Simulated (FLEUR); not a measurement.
# Rh (Fm-3m) in FLEUR: a series of runs, part 2 of 2

FLEUR MaX-R8.1 (later development tree). Earlier steps stand in the parts before.

## 3. Equation of state, SCAN, 12.85 Å³/atom (volume scaled by 0.94)

File inp.xml:

```xml
<?xml version="1.0" encoding="UTF-8" standalone="no"?>
<fleurInput fleurInputVersion="0.39">
   <comment>
      Rh                                                                                                  
   </comment>
   <calculationSetup>
      <cutoffs Kmax="4.26" Gmax="13.2" GmaxXC="13.2" numbands="0"/>
      <scfLoop itmax="80" minDistance="0.0001" maxIterBroyd="30" imix="Anderson" alpha="0.05" precondParam="0.0" spinf="2.0" sdNocoIR="T"/>
      <coreElectrons ctail="F" frcor="F" kcrel="0" coretail_lmax="0"/>
      <xcFunctional name="LibXC" relativisticCorrections="F">
         <LibXCName exchange="mgga_x_scan" correlation="mgga_c_scan"/>
         <AuxGGA exchange="117" correlation="130"/>
      </xcFunctional>
      <magnetism jspins="1"/>
      <soc l_soc="F" theta="0.0" phi="0.0" spav="F"/>
      <expertModes spex="0" secvar="F"/>
      <geometryOptimization l_f="F" forcealpha="1.0" forcemix="BFGS" epsdisp="0.00001" epsforce="0.00001"/>
      <ldaU l_linMix="F" mixParam="0.05" spinf="1.0"/>
   </calculationSetup>
   <cell>
      <bzIntegration valenceElectrons="17.0" mode="hist" fermiSmearingEnergy="0.00183747">
         <kPointListSelection listName="default-1"/>
         <!-- k-points included here -->
         <xi:include xmlns:xi="http://www.w3.org/2001/XInclude" href="kpts.xml"> </xi:include>
      </bzIntegration>
      <!-- symmetry operations included here -->
      <xi:include xmlns:xi="http://www.w3.org/2001/XInclude" href="sym.xml"> </xi:include>
      <bulkLattice scale="0.9795861087">
         <bravaisMatrix>
            <row-1>    0.0000000000000000     3.5864167255721098     3.5864167255721098</row-1>
            <row-2>    3.5864167255721098     0.0000000000000000     3.5864167255721098</row-2>
            <row-3>    3.5864167255721098     3.5864167255721098     0.0000000000000000</row-3>
         </bravaisMatrix>
      </bulkLattice>
   </cell>
   <atomSpecies>
      <species name="Rhodium (Rh)" element="Rh" atomicNumber="45">
         <mtSphere radius="2.3" gridPoints="777" logIncrement="0.016"/>
         <atomicCutoffs lmax="9" lnonsphr="9"/>
         <electronConfig flipSpins="F">
            <coreConfig>(1s1/2) (2s1/2) (2p1/2) (2p3/2) (3s1/2) (3p1/2) (3p3/2) (3d3/2) (3d5/2)</coreConfig>
            <valenceConfig>(4s1/2) (4p1/2) (4p3/2) (5s1/2) (4d3/2) (4d5/2)</valenceConfig>
            <stateOccupation state="(5s1/2)" spinUp="0.500000" spinDown="0.500000"/>
            <stateOccupation state="(4d3/2)" spinUp="1.600000" spinDown="1.600000"/>
            <stateOccupation state="(4d5/2)" spinUp="2.400000" spinDown="2.400000"/>
         </electronConfig>
         <energyParameters s="5" p="5" d="4" f="4"/>
         <lo type="SCLO" l="0" n="4" eDeriv="0"/>
         <lo type="SCLO" l="1" n="4" eDeriv="0"/>
         <lo type="SCLO" l="1" n="4" eDeriv="1"/>
         <lo type="SCLO" l="2" n="4" eDeriv="2"/>
         <lo type="SCLO" l="3" n="4" eDeriv="2"/>
      </species>
   </atomSpecies>
   <atomGroups>
      <atomGroup species="Rhodium (Rh)">
         <relPos label="                   1">.0000000000 .0000000000 .0000000000</relPos>
         <force calculate="T" relaxXYZ="TTT"/>
      </atomGroup>
   </atomGroups>
   <output dos="F" band="F" slice="F">
      <checks vchk="F" cdinf="F"/>
      <bandDOS minEnergy="-.5*Htr" maxEnergy="0.5*Htr" sigma="0.015" storeEVData="T"/>
      <vacuumDOS vacdos="F" integ="F" star="F" nstars="0" locx1="0.0" locy1="0.0" locx2="0.0" locy2="0.0" nstm="0" tworkf="0.0"/>
      <unfoldingBand unfoldBand="F" supercellX="1" supercellY="1" supercellZ="1"/>
      <plotting iplot="0" polar="F">
         <plot TwoD="T" vec1="  1.0  0.0  0.0" vec2="  0.0  1.0  0.0" vec3="  0.0  0.0  1.0" zero="  0.0  0.0  0.0" file="plot"/>
      </plotting>
      <chargeDensitySlicing numkpt="0" minEigenval="0.0" maxEigenval="0.0" nnne="0" pallst="F"/>
      <specialOutput eonly="F"/>
      <moessbauerParams electricFieldGradient="T" isomerShift="T" coreHyperfine="T" valenceHyperfine="T"/>
      <magneticCircularDichroism mcd="F" energyLo="-10.0" energyUp="0.0"/>
   </output>
  <!-- We include the file relax.xml here to enable relaxations (see documentation) -->
  <xi:include xmlns:xi="http://www.w3.org/2001/XInclude" href="relax.xml"> <xi:fallback/> </xi:include>
</fleurInput>
```

Potentials or basis: all-electron, FLAPW.

Launch:

```
inpgen -f crystal.txt -profile fastHighL
# inp.xml edited to the form shown
fleur_MPI
```

Standard output:

```text
Welcome to FLEUR        (www.flapw.de)
      MaX-Release 8.1          (www.max-centre.eu)
 func_ids         267         263         267         263
 MetaGGA potential functional detected - V_tau will be computed
 Auxiliary Potential for radial basis: exchange=         117  correlation=         130
The functional 'SCAN exchange of Sun, Ruzsinszky, and Perdew' is an exchange functional, it belongs to the 'MGGA' family and is defined in the reference(s):
[1] J. Sun, A. Ruzsinszky, and J. P. Perdew.,  Phys. Rev. Lett. 115, 036402 (2015)
The functional 'SCAN correlation of Sun, Ruzsinszky, and Perdew' is a correlation functional, it belongs to the 'MGGA' family and is defined in the reference(s):
[1] J. Sun, A. Ruzsinszky, and J. P. Perdew.,  Phys. Rev. Lett. 115, 036402 (2015)
 Using same functional for VXC and EXC

 ========== k-point set info ==========
 Selected k-point list: default-1
 k-point list type: mesh
[... 33 lines left out ...]
[1] J. P. Perdew, K. Burke, and M. Ernzerhof.,  Phys. Rev. Lett. 77, 3865 (1996)
[2] J. P. Perdew, K. Burke, and M. Ernzerhof.,  Phys. Rev. Lett. 78, 1396 (1997)
 Using same functional for VXC and EXC
 Iteration:     3   Distance:      33.48894334 me/bohr^3
The functional 'Hammer, Hansen, and Norskov' is an exchange functional, it belongs to the 'GGA' family and is defined in the reference(s):
[1] B. Hammer, L. B. Hansen, and J. K. Nørskov.,  Phys. Rev. B 59, 7413 (1999)
[... 61 lines left out ...]
The functional 'Hammer, Hansen, and Norskov' is an exchange functional, it belongs to the 'GGA' family and is defined in the reference(s):
[1] B. Hammer, L. B. Hansen, and J. K. Nørskov.,  Phys. Rev. B 59, 7413 (1999)
The functional 'Perdew, Burke & Ernzerhof' is a correlation functional, it belongs to the 'GGA' family and is defined in the reference(s):
[1] J. P. Perdew, K. Burke, and M. Ernzerhof.,  Phys. Rev. Lett. 77, 3865 (1996)
[2] J. P. Perdew, K. Burke, and M. Ernzerhof.,  Phys. Rev. Lett. 78, 1396 (1997)
 Using same functional for VXC and EXC
 Iteration:    13   Distance:       0.00058886 me/bohr^3
The functional 'Hammer, Hansen, and Norskov' is an exchange functional, it belongs to the 'GGA' family and is defined in the reference(s):
[1] B. Hammer, L. B. Hansen, and J. K. Nørskov.,  Phys. Rev. B 59, 7413 (1999)
The functional 'Perdew, Burke & Ernzerhof' is a correlation functional, it belongs to the 'GGA' family and is defined in the reference(s):
[1] J. P. Perdew, K. Burke, and M. Ernzerhof.,  Phys. Rev. Lett. 77, 3865 (1996)
[2] J. P. Perdew, K. Burke, and M. Ernzerhof.,  Phys. Rev. Lett. 78, 1396 (1997)
 Using same functional for VXC and EXC
 Iteration:    14   Distance:       0.00002212 me/bohr^3

 ********************************************************************
 Run finished successfully
 Stop message:
   all done
 ********************************************************************
```

Wall time 10 s (1 thread of Intel Xeon 6975P-C (Granite Rapids), shared host); peak memory 0.08 GiB.

What came out:

```yaml
Free_energy: -130227.7465 eV
Band_gap_on_the_k_mesh: none (metal or under the smearing width)
Valence_electrons_inside_the_program's_atomic_spheres: Rh 15.30 (radii Rh 2.3 bohr)
```

Caveat: the meta-GGA is that of a development version, with a GGA for the radial functions and cores and without core tails.

## 4. Equation of state, SCAN, 13.12 Å³/atom (volume scaled by 0.96)

inp.xml: that of step 3 with these lines changed.

```diff
@@ -27,3 +27,3 @@
       <xi:include xmlns:xi="http://www.w3.org/2001/XInclude" href="sym.xml"> </xi:include>
-      <bulkLattice scale="0.9795861087">
+      <bulkLattice scale="0.9864848297">
          <bravaisMatrix>
```

Launch:

```
inpgen -f crystal.txt -profile fastHighL
# inp.xml edited to the form shown
fleur_MPI
```

Run time: 10 s. Hardware: 1 thread of Intel Xeon 6975P-C (Granite Rapids), shared host; peak memory 0.08 GiB.

Results (log left out):

* Free energy: -130227.7705 eV
* Band gap on the k mesh: none (metal or under the smearing width)
* Valence electrons inside the program's atomic spheres: Rh 15.27 (radii Rh 2.3 bohr)

Caveat: the meta-GGA is that of a development version, with a GGA for the radial functions and cores and without core tails.

## 5. Equation of state, SCAN, 13.67 Å³/atom

inp.xml: that of step 4 with these lines changed.

```diff
@@ -27,3 +27,3 @@
       <xi:include xmlns:xi="http://www.w3.org/2001/XInclude" href="sym.xml"> </xi:include>
-      <bulkLattice scale="0.9864848297">
+      <bulkLattice scale="1.0000000000">
          <bravaisMatrix>
```

Launch:

```
inpgen -f crystal.txt -profile fastHighL
# inp.xml edited to the form shown
fleur_MPI
```

It took 11 s on 1 thread of Intel Xeon 6975P-C (Granite Rapids), shared host; peak memory 0.08 GiB.

The run converged. Its results:

| Quantity | Value |
| --- | --- |
| Free energy | -130227.7830 eV |
| Band gap on the k mesh | none (metal or under the smearing width) |
| Valence electrons inside the program's atomic spheres | Rh 15.20 (radii Rh 2.3 bohr) |

Caveat: the meta-GGA is that of a development version, with a GGA for the radial functions and cores and without core tails.

## 6. Equation of state, SCAN, 14.22 Å³/atom (volume scaled by 1.04)

inp.xml: that of step 5 with these lines changed.

```diff
@@ -27,3 +27,3 @@
       <xi:include xmlns:xi="http://www.w3.org/2001/XInclude" href="sym.xml"> </xi:include>
-      <bulkLattice scale="1.0000000000">
+      <bulkLattice scale="1.0131594038">
          <bravaisMatrix>
```

Potentials or basis: all-electron, FLAPW.

Launch:

```
inpgen -f crystal.txt -profile fastHighL
# inp.xml edited to the form shown
fleur_MPI
```

It took 11 s on 1 thread of Intel Xeon 6975P-C (Granite Rapids), shared host; peak memory 0.08 GiB.

The run converged. Its results:

- Free energy: -130227.7567 eV
- Band gap on the k mesh: none (metal or under the smearing width)
- Valence electrons inside the program's atomic spheres: Rh 15.15 (radii Rh 2.3 bohr)

Caveat: the meta-GGA is that of a development version, with a GGA for the radial functions and cores and without core tails.

## 7. Equation of state, SCAN, 14.49 Å³/atom (volume scaled by 1.06)

inp.xml: that of step 6 with these lines changed.

```diff
@@ -27,3 +27,3 @@
       <xi:include xmlns:xi="http://www.w3.org/2001/XInclude" href="sym.xml"> </xi:include>
-      <bulkLattice scale="1.0131594038">
+      <bulkLattice scale="1.0196128224">
          <bravaisMatrix>
```

Launch:

```
inpgen -f crystal.txt -profile fastHighL
# inp.xml edited to the form shown
fleur_MPI
```

Wall time 12 s (1 thread of Intel Xeon 6975P-C (Granite Rapids), shared host); peak memory 0.08 GiB.

The run converged. Its results:

| Quantity | Value |
| --- | --- |
| Free energy | -130227.7319 eV |
| Band gap on the k mesh | none (metal or under the smearing width) |
| Valence electrons inside the program's atomic spheres | Rh 15.12 (radii Rh 2.3 bohr) |

Caveat: the meta-GGA is that of a development version, with a GGA for the radial functions and cores and without core tails.

## 8. Equation of state, SCAN

No new run: the results of the series are fitted here.

What came out:

```yaml
Equilibrium_volume: 13.55 Å³/atom
Bulk_modulus: 294 GPa
```

Energy against volume, from the lowest point:
```
volume (Å³/atom)  energy (meV/atom)
          12.851              36.46
          13.125              12.52
          13.671               0.00
          14.218              26.31
          14.492              51.11
```

Caveat: the meta-GGA is that of a development version, with a GGA for the radial functions and cores and without core tails.

## 9. Against experiment

Step 8. Against the measured bulk modulus of Rh, 264 GPa (quoted in “Thermal equation of state of rhodium characterized by XRD in a resistively heated diamond anvil cell”, 2024, pmc:11535440), the calculated 294 GPa is off by +11.5 %. The fit is for a static lattice scaled at fixed shape and fixed fractional positions.
